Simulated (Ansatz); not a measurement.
The guess for Si was made by a generator: 5-connected net of one element (P6/mmm, No. 191). Its size is a rough estimate.

```xyz
2
Lattice="3.9592 0.0000 0.0000 -1.9796 3.4288 0.0000 0.0000 0.0000 2.2877" Properties=species:S:1:pos:R:3 pbc="T T T"
Si    0.0000    2.2859    1.1439
Si    1.9796    1.1429    1.1439
```

Level of theory: DFT PBE, scalar-relativistic, plane waves, PAW in Ansatz 0.2.0. Cutoff 420 eV, Gaussian smearing, Γ-centred meshes. Cell and atoms relax first on a coarse mesh and then on a finer one. In between, the cell is made exact in the group found at 0.06 Å. In metals the finer mesh still leaves noise of several meV/atom or more. The steps can't lower the symmetry of their start. No spin polarisation.

A guess keeps its type if space group and coordination stay and the shape of the cell changes little (axis ratios within about 15 %, angles within 6°); the volume may change.

Task: Does this structure survive the relaxation?

Result: It keeps its type. The symmetry stays P6/mmm (No. 191). The volume per atom grows by 25.7 %, from 15.5 to 19.5 Å³. The shortest distance goes from 2.29 Å (Si–Si) to 2.38 Å (Si–Si). The ratio c/a of the conventional cell changes by a factor of 1.11. Counting neighbours within 15 % of an atom's shortest distance, the start has Si 5 and the end Si 5.

Energies count from the standard state of Si at the same level.

Task: At what energy does it end?

Result: +0.39 eV/atom. So it is a metastable form at best.

The last run used a 15×15×20 mesh (in the run's order of axes) for its 2-atom cell and Gaussian smearing of 0.10 eV. Symmetry constrained the relaxation, so the result can be a saddle point. Another cell of Si relaxed alike, in P6_422, lies 185 meV/atom lower, so this cell isn't the stable form at this level.
